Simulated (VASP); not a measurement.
Input of a VASP 6.6.1 run:

Contents of INCAR:

```
SYSTEM = Tb
PREC = Accurate
ENCUT = 520
EDIFF = 1E-7
ISMEAR = 0
SIGMA = 0.01
LREAL = .False.
LASPH = .False.
NELM = 150
ALGO = Normal
ISIF = 2
LWAVE = .False.
LCHARG = .False.
MAGMOM = 0 0 6
LORBIT = 11
LSORBIT = .True.
GGA_COMPAT = .False.
LORBMOM = .True.
LMAXMIX = 6
LDAU = .True.
LDAUTYPE = 2
LDAUL = 3
LDAUU = 5
LDAUJ = 0.5
LDAUPRINT = 1
GGA = CA
NBANDS = 20
ISYM = 1
```

The input KPOINTS:

```
regular mesh
0
Gamma
  7 7 7
  0 0 0
```

The input POSCAR:

```
Tb
1.0
    0.0000000000      2.5199650902      2.5199650902
    2.5199650902      0.0000000000      2.5199650902
    2.5199650902      2.5199650902      0.0000000000
Tb
1
Direct
    0.0000000000      0.0000000000      0.0000000000
```

Potentials or basis: VASP PAW PBE potentials, release 64 (Tb_3), 4f in core.

Run with:

```bash
$ cat potpaw_PBE.64/Tb_3/POTCAR > POTCAR
$ mpirun -np 1 vasp_ncl > vasp.out
```

Task: Estimate the pressure.

Result: -4.6 GPa.

Task: What does it give for the net moment?

Result: 0.02 μB per cell.

Moments on the atoms (μB; x, y, z):
```
Tb   0.00  0.00 -0.01
```

Caveat: the magnetic or orbital state may not be the lowest; U is put on an f shell that these potentials keep in the core, so it has next to no effect; the PAW data sets were made with another functional, which shifts forces and pressure a little. The state reached can hang on the start; a lower one may exist.
